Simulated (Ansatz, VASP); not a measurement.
## V in VASP and in Ansatz

The input INCAR:

```
SYSTEM = V
PREC = Accurate ; ENCUT = 520
EDIFF = 1E-6 ; ISMEAR = -1
SIGMA = 0.1 ; LREAL = .False.
LASPH = .True. ; NELM = 100
ALGO = Normal ; ISIF = 2
LWAVE = .False. ; LCHARG = .False.
GGA = PS ; NBANDS = 12
```

KPOINTS

```
Automatic mesh
0
Gamma
  16 16 16
  0 0 0
```

POSCAR

```
V
1.0
    0.0000000000      1.8602211003      1.8602211003
    1.8602211003      0.0000000000      1.8602211003
    1.8602211003      1.8602211003      0.0000000000
V
1
Direct
    0.0000000000      0.0000000000      0.0000000000
```

Input for Ansatz:

```yaml
crystal:
  lattice:
    - [0.0, 1.8602211003, 1.8602211003]
    - [1.8602211003, 0.0, 1.8602211003]
    - [1.8602211003, 1.8602211003, 0.0]
  atoms:
    - { symbol: V, position: [0.0, 0.0, 0.0] }
hamiltonian:
  xc: pbesol
  pseudopotentials:
    kind: paw
    azcp:
      V: "pseudopotentials/V.paw.azcp"
basis:
  ecutwfc: 420
  fft_grid_basis: typed
kpoints:
  mp_grid: { grid: [16, 16, 16], shift: [0, 0, 0] }
magnetization:
  spin_polarized: false
scf:
  occupations: { method: fermi_dirac, width: 0.1 }
  lower_state_search: "off"
output:
  stress: true
```

Alike in both runs: task single point; functional PBEsol; k mesh 16 × 16 × 16; occupations fermi-dirac, width 0.1 eV; no spin polarisation.

|  | VASP | Ansatz |
| --- | --- | --- |
| version | VASP 6.6.1 | Ansatz 0.2.0 |
| potentials or method | VASP PAW PBE potentials, release 64 (V_sv) | plane waves (420 eV) with PAW, scalar-relativistic |
| plane-wave cutoff (eV) | 520 | 420 |
| valence electrons in the cell | 13 | 13 |

```csv
,VASP,Ansatz,Ansatz less VASP
pressure (GPa),8.5,8.3,-0.21
```

The functional is the same, so the differences come from potentials, cutoffs and numerics. Ansatz warned: «pseudo_functional_mismatch».

Caveats: the PAW data sets were made with another functional, which shifts forces and pressure a little (VASP).
